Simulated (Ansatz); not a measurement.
## EuS under changes of volume

One of the cells (26.424 Å³/atom); the others are scaled copies at fixed shape and fractional positions:

```
Eu S
1.0
     0.00000    2.97850    2.97850
     2.97850    0.00000    2.97850
     2.97850    2.97850    0.00000
Eu S
1 1
Direct
  0.00000 0.00000 0.00000
  0.50000 0.50000 0.50000
```

| Property | Result |
| --- | --- |
| Program | Ansatz 0.2.0 |
| Functional | HSE06 |
| Potentials or basis | Ansatz PAW |
| Cutoff | 420 eV (not typed: the program's choice for these potentials) |
| k mesh | 6 × 6 × 6 |
| Occupations | fermi-dirac, width 0.05 eV |
| Spin | collinear spin, ferromagnetic start |
| Starting moments | [7.0, 0.0] μB |

```tsv
volume (Å³/atom)	energy over the lowest point (meV/atom)	pressure (GPa)	gap on the mesh (eV)
24.838	?	?	?
25.367	9.94	2.7	0.45
25.895	3.08	1.5	0.57
26.424	0.00	0.4	0.70
26.952	0.39	-0.6	0.82
27.481	3.91	-1.5	0.93
28.009	10.27	-2.3	1.04
```

Question: What does the run at 24.838 Å³/atom give?

Answer: Energy over the lowest point 21.02 meV/atom; pressure 4.0 GPa; gap on the mesh 0.31 eV.

Worked out: A Birch-Murnaghan fit of order 3 (a polynomial in V^(-2/3)) to the other rows has its minimum at 26.62 Å³/atom with B0 = V·E''(V) = 51 GPa and B' = 3.9. It gives 21.01 meV/atom at 24.838 Å³/atom, against the run's 21.02, and -dE/dV = 4.0 GPa, against 4.0. A straight line through the other rows of the gap, of slope 5.99 eV per unit of ln V, extrapolates to 0.33 eV, against the run's 0.31.

Energies are extrapolated to zero smearing.

Caveats: the magnetic or orbital state may not be the lowest; spin-orbit coupling is left out, which moves the levels of the heavy elements; a cell with one magnetic atom can't hold antiferromagnetic order, which such compounds often take; the PAW data sets come from PBE, with cores solved anew for the run's functional, which leaves a small shift of forces and pressure; the thresholds are loose for stress.

A mesh can miss the band edges.
